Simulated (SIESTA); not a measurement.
The system is SnO2 (Cassiterite).

```
Sn O
1.0
     4.73800    0.00000    0.00000
     0.00000    4.73800    0.00000
     0.00000    0.00000    3.18650
Sn O
2 4
Direct
  0.50000 0.50000 0.50000
  0.00000 0.00000 0.00000
  0.80710 0.19290 0.50000
  0.69290 0.69290 0.00000
  0.19290 0.80710 0.50000
  0.30710 0.30710 0.00000
```

Base run:

| Property | Result |
| --- | --- |
| Program | SIESTA 5.4.2 |
| Functional | RPBE |
| Potentials or basis | PseudoDojo 0.4 standard (PBE files) |
| Basis | DZP (energy shift 0.003 Ry; two zetas on semicore shells) |
| Grid cutoff | 800 Ry |
| Energy shift | 0.003 Ry |
| k mesh | 6 × 6 × 8 |
| Occupations | fermi-dirac, width 0.05 eV |
| Spin | no spin polarisation |

Its results: band gap on the k mesh 1.13 eV, direct; pressure 21.2 GPa; largest force 0.312 eV/Å.

**Question.** After a change of settings the same cell gave: band gap on the k mesh 0.91 eV, direct; pressure 5.2 GPa; largest force 0.156 eV/Å. Which change was it?
A. functional from RPBE to LDA; potentials or basis from PseudoDojo 0.4 standard (PBE files) to PseudoDojo 0.4 standard (LDA files)
B. functional from RPBE to AM05; potentials or basis from PseudoDojo 0.4 standard (PBE files) to PseudoDojo 0.4 standard (PBEsol files)
C. functional from RPBE to vdW-DF-cx
D. functional from RPBE to PBE; basis from DZP (energy shift 0.003 Ry; two zetas on semicore shells) to SZ (energy shift 0.003 Ry)

**Answer.** A.

Caveats: spin-orbit coupling is left out, which moves the levels of the heavy elements; the basis of atomic orbitals isn't converged, which shifts pressures, moduli and gaps; so large a pressure means that the cell lies far from this level's equilibrium, or that cutoff or potentials fall short (some runs); the potentials were made for another functional, which shifts forces and pressure (some runs).

Not every run made on this cell is shown here.
